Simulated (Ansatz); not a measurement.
**Stationary points along a deformation path in Si**

Theory: DFT PBEsol, scalar-relativistic, plane waves, PAW in Ansatz 0.2.0. Cutoff 420 eV, Γ-centred 26×26×26 k-points, Gaussian smearing of 0.15 eV. No spin polarisation. Energies are free energies at this smearing, counted from the undisturbed cell; pressure is positive in compression.

Zero of the scan (as given, not relaxed at this level; it stands at 0.9 GPa; this form isn't the usual structure):

```
Si
1.0
    -1.62691    1.62691    1.32033
     1.62691   -1.62691    1.32033
     1.62691    1.62691   -1.32033
Si
1
Direct
  0.00000 0.00000 0.00000
```

At fixed volume and fractional coordinates, lengths along (0.000, 0.000, 1.000) are scaled against those across it; ρ is that ratio over its starting value. V = 13.979 Å³/atom. Δσ is the stress along the axis less the mean stress across it (compression positive).

```csv
ρ,ΔE (meV/atom),Δσ (GPa),space group
0.800,163.8,34.37,I4/mmm
0.850,69.7,19.77,I4/mmm
0.920,12.7,6.60,I4/mmm
0.960,1.9,2.63,I4/mmm
1.000,0.0,-0.73,I4/mmm
1.050,5.1,-2.88,I4/mmm
1.100,15.2,-4.59,I4/mmm
1.200,37.6,-2.72,I4/mmm
1.300,35.3,2.18,I4/mmm
```

Question: How does the stress give the slope of the energy, and where is the energy stationary?

Answer: Along the path d ln(length) is 2/3 d ln ρ on the axis and −1/3 d ln ρ across it, so dE/d ln ρ = −(2/3) V Δσ: the energy falls with ρ where Δσ is positive. Δσ vanishes or changes sign between ρ = 0.960 and 1.000, a minimum (near 0.99 by linear interpolation); between ρ = 1.200 and 1.300, a maximum (near 1.25 by linear interpolation). Pairs of stationary points between two samples would go unseen, and could change a minimum read from distant neighbours into a maximum.

Question: Integrate that slope from ρ = 1 to 0.850 by the trapezoid rule.

Answer: With V/N in Å³ and 1 eV/Å³ = 160.2 GPa the slopes at ρ = 1.000, 0.960, 0.920, 0.850 are 42, -153, -384, -1150 meV/atom per unit of ln ρ. The steps add 2.3 + 11.4 + 60.7 = 74.4 meV/atom, against 69.7 from the energies; the trapezoid rule misses the curvature of the slope within each step.

In a metal these slopes depend on the k mesh and the smearing.

Cost: 9 runs of about 2.6 core-minutes in all, on Intel Xeon Processor @ 2.50GHz (Skylake/Cascade Lake) (shared hosts).